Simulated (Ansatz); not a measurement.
A computed series for SrF2: response to strain

The parent structure is SrF₂ in the fluorite structure (space group Fm-3m, No. 225).

```
CELL_PARAMETERS angstrom
      0.00000     2.92864     2.92864
      2.92864     0.00000     2.92864
      2.92864     2.92864     0.00000
ATOMIC_POSITIONS crystal
  Sr 0.00000 0.00000 0.00000
  F  0.25000 0.25000 0.25000
  F  0.75000 0.75000 0.75000
```

Cartesian axes are those of the cell as printed.

Strains are applied to the cell and any free atomic positions relax; under biaxial strain the out-of-plane vector relaxes too; under stress the whole cell relaxes.

All numbers come from PBE (Ansatz, an electronic-structure program, PAW, no spin-orbit coupling).

```csv
case,band gap,electron mass,smallest direct gap,space group
base,6.78 eV,0.52 mₑ (at Γ),6.89 eV,Fm-3m (No. 225)
"biaxial strain −1.56 %, plane normal [110], relaxed out of plane",6.83 eV,0.51 mₑ (at Γ),6.93 eV,Immm (No. 71)
isotropic strain −4.59 %,7.59 eV,0.51 mₑ (at Γ),7.67 eV,Fm-3m (No. 225)
isotropic strain −2.58 %,7.22 eV,0.51 mₑ (at Γ),7.32 eV,Fm-3m (No. 225)
isotropic strain −1.03 %,6.95 eV,0.51 mₑ (at Γ),7.06 eV,Fm-3m (No. 225)
isotropic strain +4.51 %,___,0.52 mₑ (at Γ),6.22 eV,Fm-3m (No. 225)
uniaxial strain ε_zz = +1.91 %,6.65 eV,0.52 mₑ (at Γ),___,I4/mmm (No. 139)
uniaxial strain ε_zz = +3.62 %,6.52 eV,0.52 mₑ (at Γ),6.63 eV,I4/mmm (No. 139)
"uniaxial stress, 3 GPa tension along z",6.62 eV,0.52 mₑ (at Γ),6.72 eV,I4/mmm (No. 139)
"uniaxial stress, 8 GPa tension along z",6.23 eV,0.53 mₑ (at Γ),6.34 eV,I4/mmm (No. 139)
```

Task: What belongs in the blanks?

Result: 
- isotropic strain +4.51 %, band gap: 6.10 eV
- uniaxial strain ε_zz = +1.91 %, smallest direct gap: 6.75 eV

Effective masses come from finite differences of ±0.01 Å⁻¹. Stability under load was not tested beyond the relaxation.
